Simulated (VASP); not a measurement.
# CaSe (Fm-3m) in VASP: a series of runs, part 2 of 2

VASP 6.6.1. Earlier steps stand in the parts before.

## (3) Single point, r2SCAN

INCAR

```
SYSTEM = CaSe
PREC = Normal
ENCUT = 450
EDIFF = 1E-6
ISMEAR = 0
SIGMA = 0.05
LREAL = .FALSE.
LASPH = .TRUE.
NELM = 100
ALGO = Normal
ISIF = 2
LWAVE = .FALSE.
LCHARG = .FALSE.
METAGGA = R2SCAN
LMIXTAU = .TRUE.
ADDGRID = .FALSE.
```

KPOINTS

```
regular mesh
0
G
  7 7 7
  0 0 0
```

POSCAR

```
CaSe
1.0
    0.0000000000      2.9560000000      2.9560000000
    2.9560000000      0.0000000000      2.9560000000
    2.9560000000      2.9560000000      0.0000000000
Se Ca
1 1
Direct
    0.5000000000      0.5000000000      0.5000000000
    0.0000000000      0.0000000000      0.0000000000
```

Potentials or basis: VASP PAW PBE potentials, release 64 (Se, Ca_sv).

Run with:

```console
$ cat potpaw_PBE.64/Se/POTCAR potpaw_PBE.64/Ca_sv/POTCAR > POTCAR
$ mpirun -np 1 vasp_std > vasp.out
```

OUTCAR:

```text
SYSTEM = CaSe
   PREC = Normal
   ENCUT = 450
   EDIFF = 1E-6
   ISMEAR = 0
   LREAL = .FALSE.
   LASPH = .TRUE.
   NELM = 100
   ISIF = 2
   METAGGA = R2SCAN

 Found     20 irreducible k-points:

 Following reciprocal coordinates:
            Coordinates               Weight
  0.000000  0.000000  0.000000      1.000000
  0.142857  0.000000  0.000000      8.000000
  0.285714  0.000000  0.000000      8.000000
  0.428571  0.000000  0.000000      8.000000
  0.142857  0.142857  0.000000      6.000000
  0.285714  0.142857  0.000000     24.000000
   k-points           NKPTS =     20   k-points in BZ     NKDIM =     20   number of bands    NBANDS=     12
   number of dos      NEDOS =    301   number of ions     NIONS =      2
   total plane-waves  NPLWV =  13824
   dimension x,y,z NGX =    24 NGY =   24 NGZ =   24
   dimension x,y,z NGXF=    48 NGYF=   48 NGZF=   48
   ions per type =               1   1
   NGX,Y,Z   is equivalent  to a cutoff of   9.54,  9.54,  9.54 a.u.
   NGXF,Y,Z  is equivalent  to a cutoff of  19.09, 19.09, 19.09 a.u.
 SYSTEM =  CaSe
   PREC   = normal    normal or accurate (medium, high low for compatibility)
   ISTART =      0    job   : 0-new  1-cont  2-samecut
   ICHARG =      2    charge: 1-file 2-atom 10-const
   ISPIN  =      1    spin polarized calculation?
   LNONCOLLINEAR =      F non collinear calculations
   LSORBIT =      F    spin-orbit coupling
   LASPH  =      T    aspherical Exc in radial PAW
   ENCUT  =  450.0 eV  33.07 Ry    5.75 a.u.   7.23  7.23  7.23*2*pi/ulx,y,z
   NELM   =    100;   NELMIN=  2; NELMDL= -5     # of ELM steps
   EDIFF  = 0.1E-05   stopping-criterion for ELM
   LREAL  =      F    real-space projection
   EDIFFG = 0.1E-04   stopping-criterion for IOM
   NSW    =      0    number of steps for IOM
   IBRION =     -1    ionic relax: 0-MD 1-quasi-New 2-CG
   NFREE  =      0    steps in history (QN), initial steepest desc. (CG)
   ISIF   =      2    stress and relaxation
   ISYM   =      2    0-nonsym 1-usesym 2-fastsym
   POTIM  = 0.5000    time-step for ionic-motion
   TEBEG  =    0.0;   TEEND  =   0.0 temperature during run
   PSTRESS=    0.0 pullay stress
   NELECT =      16.0000    total number of electrons
   NUPDOWN=      -1.0000    fix difference up-down
   EMIN   =  10.00;   EMAX   =-10.00  energy-range for DOS
   EFERMI =   0.00;   METHOD = LEGACY
   ISMEAR =     0;   SIGMA  =   0.05  broadening in eV -4-tet -1-fermi 0-gaus
   EFERMI_NEDOS =   21; number of points for ismear=-14 and -15
   IALGO  =     38    algorithm
   IMIX   =      4    mixing-type and parameters
     AMIX     =   0.40;   BMIX     =  1.00
     AMIX_MAG =   1.60;   BMIX_MAG =  1.00
  volume/ion in A,a.u.               =      25.83       174.30
  Fermi-wavevector in a.u.,A,eV,Ry     =   1.107645  2.093145 16.692666  1.226876
  Thomas-Fermi vector in A             =   2.244161
   LORBIT       =      0    0 simple, 1 ext, 2 COOP (PROOUT), +10 PAW based schemes
   METAGGA = R2SCAN    functional components
   LHFCALC =     F    Hartree Fock is set to
   AEXX    =    0.0000 exact exchange contribution
   IVDW    =     0    specifies the selected vdW correction
   LEPSILON=     F    determine dielectric tensor
   LRPA    =     F    only Hartree local field effects (RPA)
 non-spin polarized calculation
 Gauss-broadening in eV      SIGMA  =   0.05
  energy-cutoff  :      450.00
  volume of cell :       51.66
 maximum number of plane-waves:      1139
   NGX = 15   NGY = 15   NGZ = 15

 number of electron      15.9999991 magnetization

 Free energy of the ion-electron system (eV)
  ---------------------------------------------------
  ext. energy  EPLUGINS =         0.00000000
  ---------------------------------------------------
  free energy    TOTEN  =       -25.97562120 eV

  energy without entropy =      -25.97562120  energy(sigma->0) =      -25.97562120

 E-fermi :   2.4814     XC(G=0):  -9.5880

 val. band max:        2.1945296288   @ k =   0.0000   0.0000   0.0000
 cond. band min:       4.7475246406   @ k =   0.4286   0.4286   0.0000
 fundamental gap:      2.5529950117
 Fermi energy:         2.4813942248

 k-point     1 :       0.0000    0.0000    0.0000
  band No.  band energies     occupation
      1     -39.0953      2.00000
      2     -19.2069      2.00000
      3     -19.2068      2.00000
      4     -19.2068      2.00000
      5     -10.0056      2.00000
      6       2.1945      2.00000
      7       2.1945      2.00000
      8       2.1945      2.00000
      9       6.3424      0.00000
     10       6.4213      0.00000
     11       6.4213      0.00000
     12       6.4214      0.00000

 k-point     2 :       0.1429    0.0000    0.0000
  band No.  band energies     occupation
      1     -39.0940      2.00000
      2     -19.2295      2.00000
      3     -19.2082      2.00000
      4     -19.2082      2.00000
      5      -9.8808      2.00000
      6       1.2931      2.00000
      7       1.9007      2.00000
      8       1.9007      2.00000
      9       6.3994      0.00000
     10       6.7027      0.00000
     11       6.7028      0.00000
     12       7.4313      0.00000

 k-point     3 :       0.2857    0.0000    0.0000
  band No.  band energies     occupation
      1     -39.0911      2.00000
      2     -19.2794      2.00000
      3     -19.2113      2.00000
      4     -19.2112      2.00000
      5      -9.5820      2.00000
      6      -0.0943      2.00000
      7       1.3807      2.00000
      8       1.3807      2.00000
      9       6.5788      0.00000
     10       7.3806      0.00000
     11       7.3807      0.00000
     12       8.7889      0.00000

 k-point     4 :       0.4286    0.0000    0.0000
  band No.  band energies     occupation
      1     -39.0889      2.00000
      2     -19.3186      2.00000
      3     -19.2137      2.00000
      4     -19.2136      2.00000
      5      -9.3195      2.00000
      6      -0.9707      2.00000
      7       1.0460      2.00000
      8       1.0460      2.00000
      9       7.1208      0.00000
     10       8.1609      0.00000
     11       8.1610      0.00000
     12       8.5479      0.00000

 k-point     5 :       0.1429    0.1429    0.0000
  band No.  band energies     occupation
      1     -39.0936      2.00000
      2     -19.2272      2.00000
      3     -19.2130      2.00000
      4     -19.2130      2.00000
      5      -9.8493      2.00000
      6       1.0487      2.00000
      7       1.9114      2.00000
      8       1.9114      2.00000
      9       5.9844      0.00000
     10       6.8882      0.00000
     11       7.1352      0.00000
     12       7.1363      0.00000

 k-point     6 :       0.2857    0.1429    0.0000
  band No.  band energies     occupation
      1     -39.0913      2.00000
      2     -19.2627      2.00000
      3     -19.2183      2.00000
      4     -19.2159      2.00000
      5      -9.6332      2.00000
      6       0.1541      2.00000
      7       1.4075      2.00000
      8       1.5451      2.00000
      9       5.9944      0.00000
     10       7.4030      0.00000
     11       7.5257      0.00000
     12       8.0625      0.00000

 [... further k-points ...]
[... 5 lines left out ...]
  --------------------------------------------------------------------------------------
  -------------------------------------------------------------------------------------
  Total        0.2723925      0.2723925      0.2723925      0.0000000      0.0000000     -0.0000000
  in kB        8.4481664      8.4481664      8.4481664      0.0000000      0.0000000     -0.0000000
  external PRESSURE =       8.4481664 kB  Pullay stress =       0.0000000 kB

 VOLUME and BASIS-vectors are now :
 -----------------------------------------------------------------------------
  energy-cutoff  :      450.00
  volume of cell :       51.66
      direct lattice vectors                 reciprocal lattice vectors
     0.000000000  2.956000000  2.956000000    -0.169147497  0.169147497  0.169147497
     2.956000000  0.000000000  2.956000000     0.169147497 -0.169147497  0.169147497
     2.956000000  2.956000000  0.000000000     0.169147497  0.169147497 -0.169147497

 POSITION                                       TOTAL-FORCE (eV/Angst)
 -----------------------------------------------------------------------------------
      2.95600      2.95600      2.95600         0.000000     -0.000000      0.000000
      0.00000      0.00000      0.00000        -0.000000      0.000000     -0.000000
 -----------------------------------------------------------------------------------
    total drift:                                0.000000     -0.000000     -0.000000

  FREE ENERGIE OF THE ION-ELECTRON SYSTEM (eV)
  ---------------------------------------------------
  free  energy   TOTEN  =       -25.9756211970 eV

  energy  without entropy=      -25.9756211970  energy(sigma->0) =      -25.97562120
```

OSZICAR:

```text
N       E                     dE             d eps       ncg     rms          rms(c)
DAV:   1     0.868988289111E+02    0.86899E+02   -0.72014E+03   480   0.113E+03
DAV:   2    -0.237872127977E+02   -0.11069E+03   -0.10593E+03   560   0.279E+02
DAV:   3    -0.286449693669E+02   -0.48578E+01   -0.48107E+01   608   0.572E+01
DAV:   4    -0.289352275017E+02   -0.29026E+00   -0.28976E+00   820   0.123E+01
DAV:   5    -0.289370528535E+02   -0.18254E-02   -0.18250E-02   592   0.117E+00    0.404E+00
DAV:   6    -0.256842684297E+02    0.32528E+01   -0.23684E+00   624   0.152E+01    0.312E+00
DAV:   7    -0.263574669583E+02   -0.67320E+00   -0.88492E-01   580   0.106E+01    0.801E-01
DAV:   8    -0.260368879196E+02    0.32058E+00   -0.48911E-01   584   0.753E+00    0.473E-01
DAV:   9    -0.259722308455E+02    0.64657E-01   -0.33170E-01   552   0.628E+00    0.334E-01
DAV:  10    -0.259449589172E+02    0.27272E-01   -0.53398E-02   528   0.252E+00    0.912E-02
DAV:  11    -0.259734708596E+02   -0.28512E-01   -0.22775E-02   532   0.166E+00    0.971E-02
DAV:  12    -0.259742726529E+02   -0.80179E-03   -0.37343E-03   616   0.612E-01    0.737E-02
DAV:  13    -0.259754901616E+02   -0.12175E-02   -0.12410E-03   560   0.350E-01    0.231E-02
DAV:  14    -0.259755898977E+02   -0.99736E-04   -0.20750E-04   616   0.152E-01    0.182E-02
DAV:  15    -0.259754972718E+02    0.92626E-04   -0.31059E-05   588   0.686E-02    0.132E-02
DAV:  16    -0.259756014186E+02   -0.10415E-03   -0.31851E-05   568   0.653E-02    0.547E-03
DAV:  17    -0.259756211525E+02   -0.19734E-04   -0.20340E-05   592   0.464E-02    0.263E-03
DAV:  18    -0.259756211970E+02   -0.44550E-07   -0.44280E-07   412   0.639E-03
   1 F= -.25975621E+02 E0= -.25975621E+02  d E =-.124919E-17
```

stdout:

```text
POSCAR found type information on POSCAR SeCa
 POSCAR found :  2 types and       2 ions
 scaLAPACK will be used
 -----------------------------------------------------------------------------
|                                                                             |
|                                                                             |
|     You enforced a specific xc type in the INCAR file but a different       |
|     I HOPE YOU KNOW WHAT YOU ARE DOING!                                     |
|                                                                             |
 -----------------------------------------------------------------------------

 LDA part: xc-table for (None), standard interpolation
 POSCAR, INCAR and KPOINTS ok, starting setup
 FFT: planning ... GRIDC
 FFT: planning ... GRID_SOFT
 FFT: planning ... GRID
 WAVECAR not read
 entering main loop
```

It took 20 s on 1 thread of Intel Xeon Platinum 8488C (Sapphire Rapids), shared host; peak memory 0.14 GiB.

These settings aren't checked as converged: the numbers below hold their error.

What came out:

```yaml
Free_energy: -25.9756 eV
Pressure: 0.8 GPa
Band_gap_on_the_k_mesh: 2.55 eV, indirect (least direct gap 3.48 eV)
```

Caveat: the PAW data sets were made with another functional, which shifts forces and pressure a little; an odd mesh through Γ misses points on the zone boundary, where band edges often lie.

## (4) Single point, r2SCAN

INCAR is that of step 3.

KPOINTS is that of step 3.

POSCAR

```
CaSe
1.0
    0.0000000000      2.9560000000      2.9560000000
    2.9560000000      0.0000000000      2.9560000000
    2.9560000000      2.9560000000      0.0000000000
Se Ca
1 1
Direct
    0.5137070000      0.4880300000      0.5023060000
    0.0084580000     -0.0027510000     -0.0091450000
```

Run with:

```console
$ cat potpaw_PBE.64/Se/POTCAR potpaw_PBE.64/Ca_sv/POTCAR > POTCAR
$ mpirun -np 1 vasp_std > vasp.out
```

It took 99 s on 1 thread of Intel Xeon Platinum 8488C (Sapphire Rapids), shared host; peak memory 0.22 GiB.

These settings aren't checked as converged: the numbers below hold their error.

What came out:

| Item | Value |
| --- | --- |
| Free energy | -25.9708 eV |
| Pressure | 0.9 GPa |
| Largest force | 0.176 eV/Å |
| Band gap on the k mesh | 2.56 eV, indirect (least direct gap 3.48 eV) |

Caveat: the PAW data sets were made with another functional, which shifts forces and pressure a little; an odd mesh through Γ misses points on the zone boundary, where band edges often lie.

## (5) Single point, r2SCAN

Changes to INCAR since step 4:

```diff
@@ -1,3 +1,3 @@
 SYSTEM = CaSe
-PREC = Normal
+PREC = Accurate
 ENCUT = 450
@@ -6,3 +6,3 @@
 SIGMA = 0.05
-LREAL = .FALSE.
+LREAL = Auto
 LASPH = .TRUE.
```

KPOINTS is that of step 4.

POSCAR

```
CaSe
1.0
    0.0000000000      2.9560000000      2.9560000000
    2.9560000000      0.0000000000      2.9560000000
    2.9560000000      2.9560000000      0.0000000000
Se Ca
1 1
Direct
    0.5000000000      0.5000000000      0.5000000000
    0.0000000000      0.0000000000      0.0000000000
```

Potentials or basis: VASP PAW PBE potentials, release 64 (Se, Ca_sv).

Run with:

```console
$ cat potpaw_PBE.64/Se/POTCAR potpaw_PBE.64/Ca_sv/POTCAR > POTCAR
$ mpirun -np 1 vasp_std > vasp.out
```

OUTCAR:

```text
SYSTEM = CaSe
   PREC = Accurate
   ENCUT = 450
   EDIFF = 1E-6
   ISMEAR = 0
   LREAL = Auto
   LASPH = .TRUE.
   NELM = 100
   ISIF = 2
   METAGGA = R2SCAN

 Found     20 irreducible k-points:

 Following reciprocal coordinates:
            Coordinates               Weight
  0.000000  0.000000  0.000000      1.000000
  0.142857  0.000000  0.000000      8.000000
  0.285714  0.000000  0.000000      8.000000
  0.428571  0.000000  0.000000      8.000000
  0.142857  0.142857  0.000000      6.000000
  0.285714  0.142857  0.000000     24.000000
   k-points           NKPTS =     20   k-points in BZ     NKDIM =     20   number of bands    NBANDS=     12
   number of dos      NEDOS =    301   number of ions     NIONS =      2
   total plane-waves  NPLWV =  27000
   dimension x,y,z NGX =    30 NGY =   30 NGZ =   30
   dimension x,y,z NGXF=    60 NGYF=   60 NGZF=   60
   ions per type =               1   1
   NGX,Y,Z   is equivalent  to a cutoff of  11.93, 11.93, 11.93 a.u.
   NGXF,Y,Z  is equivalent  to a cutoff of  23.86, 23.86, 23.86 a.u.
 SYSTEM =  CaSe
   PREC   = accura    normal or accurate (medium, high low for compatibility)
   ISTART =      0    job   : 0-new  1-cont  2-samecut
   ICHARG =      2    charge: 1-file 2-atom 10-const
   ISPIN  =      1    spin polarized calculation?
   LNONCOLLINEAR =      F non collinear calculations
   LSORBIT =      F    spin-orbit coupling
   LASPH  =      T    aspherical Exc in radial PAW
[... 72 lines left out ...]
     12       6.4212      0.00000
[... 61 lines left out ...]
 k-point     6 :       0.2857    0.1429    0.0000
  band No.  band energies     occupation
      1     -39.0910      2.00000
      2     -19.2624      2.00000
      3     -19.2180      2.00000
      4     -19.2157      2.00000
      5      -9.6335      2.00000
      6       0.1539      2.00000
      7       1.4073      2.00000
      8       1.5449      2.00000
      9       5.9943      0.00000
     10       7.4030      0.00000
     11       7.5255      0.00000
     12       8.0624      0.00000

 [... further k-points ...]

------------------------ aborting loop because EDIFF is reached ----------------------------------------

  FORCE on cell =-STRESS in cart. coord.  units (eV):
  Direction    XX          YY          ZZ          XY          YZ          ZX
  --------------------------------------------------------------------------------------
  -------------------------------------------------------------------------------------
  Total        0.2797998      0.2797998      0.2797998      0.0000000     -0.0000000     -0.0000000
  in kB        8.6779022      8.6779022      8.6779022      0.0000000     -0.0000000     -0.0000000
  external PRESSURE =       8.6779022 kB  Pullay stress =       0.0000000 kB

 VOLUME and BASIS-vectors are now :
 -----------------------------------------------------------------------------
  energy-cutoff  :      450.00
  volume of cell :       51.66
      direct lattice vectors                 reciprocal lattice vectors
     0.000000000  2.956000000  2.956000000    -0.169147497  0.169147497  0.169147497
     2.956000000  0.000000000  2.956000000     0.169147497 -0.169147497  0.169147497
     2.956000000  2.956000000  0.000000000     0.169147497  0.169147497 -0.169147497

 POSITION                                       TOTAL-FORCE (eV/Angst)
 -----------------------------------------------------------------------------------
      2.95600      2.95600      2.95600         0.000000     -0.000000      0.000000
      0.00000      0.00000      0.00000         0.000000      0.000000     -0.000000
 -----------------------------------------------------------------------------------
    total drift:                               -0.000000      0.000000      0.000000

  FREE ENERGIE OF THE ION-ELECTRON SYSTEM (eV)
  ---------------------------------------------------
  free  energy   TOTEN  =       -25.9758191975 eV

  energy  without entropy=      -25.9758191975  energy(sigma->0) =      -25.97581920
```

OSZICAR:

```text
N       E                     dE             d eps       ncg     rms          rms(c)
DAV:   1     0.868984834524E+02    0.86898E+02   -0.72014E+03   480   0.113E+03
DAV:   2    -0.237874115245E+02   -0.11069E+03   -0.10593E+03   560   0.279E+02
DAV:   3    -0.286451041562E+02   -0.48577E+01   -0.48106E+01   608   0.572E+01
DAV:   4    -0.289353657144E+02   -0.29026E+00   -0.28976E+00   820   0.123E+01
DAV:   5    -0.289371912907E+02   -0.18256E-02   -0.18252E-02   592   0.117E+00    0.404E+00
DAV:   6    -0.256844607200E+02    0.32527E+01   -0.23679E+00   624   0.152E+01    0.312E+00
DAV:   7    -0.263525198293E+02   -0.66806E+00   -0.88413E-01   580   0.106E+01    0.801E-01
DAV:   8    -0.260389686272E+02    0.31355E+00   -0.49061E-01   584   0.753E+00    0.473E-01
DAV:   9    -0.259731969643E+02    0.65772E-01   -0.33031E-01   552   0.627E+00    0.334E-01
DAV:  10    -0.259444259619E+02    0.28771E-01   -0.53174E-02   528   0.252E+00    0.904E-02
DAV:  11    -0.259735931363E+02   -0.29167E-01   -0.23238E-02   536   0.167E+00    0.974E-02
DAV:  12    -0.259744349866E+02   -0.84185E-03   -0.38167E-03   612   0.618E-01    0.737E-02
DAV:  13    -0.259756590298E+02   -0.12240E-02   -0.12307E-03   568   0.348E-01    0.229E-02
DAV:  14    -0.259757910206E+02   -0.13199E-03   -0.22745E-04   600   0.160E-01    0.182E-02
DAV:  15    -0.259756937206E+02    0.97300E-04   -0.34261E-05   596   0.722E-02    0.133E-02
DAV:  16    -0.259757955295E+02   -0.10181E-03   -0.29424E-05   568   0.631E-02    0.576E-03
DAV:  17    -0.259758191403E+02   -0.23611E-04   -0.22413E-05   588   0.488E-02    0.265E-03
DAV:  18    -0.259758191975E+02   -0.57229E-07   -0.46558E-07   404   0.670E-03
   1 F= -.25975819E+02 E0= -.25975819E+02  d E =-.129426E-17
```

Wall time 48 s (1 thread of Intel Xeon Platinum 8488C (Sapphire Rapids), shared host); peak memory 0.16 GiB.

These settings aren't checked as converged: the numbers below hold their error.

Results:

* Free energy: -25.9758 eV
* Pressure: 0.9 GPa
* Band gap on the k mesh: 2.55 eV, indirect (least direct gap 3.48 eV)

Caveat: the PAW data sets were made with another functional, which shifts forces and pressure a little; an odd mesh through Γ misses points on the zone boundary, where band edges often lie.

## (6) For comparison

An earlier run on the cell as given: functional PBEsol; potentials or basis VASP PAW PBE potentials, release 64 (Se, Ca_sv); cutoff 520 eV; k mesh 8 × 8 × 8; occupations fermi-dirac, width 0.05 eV; no spin polarisation.

* Pressure: -0.9 GPa
* Band gap on the k mesh: 1.92 eV, indirect (least direct gap 2.87 eV)
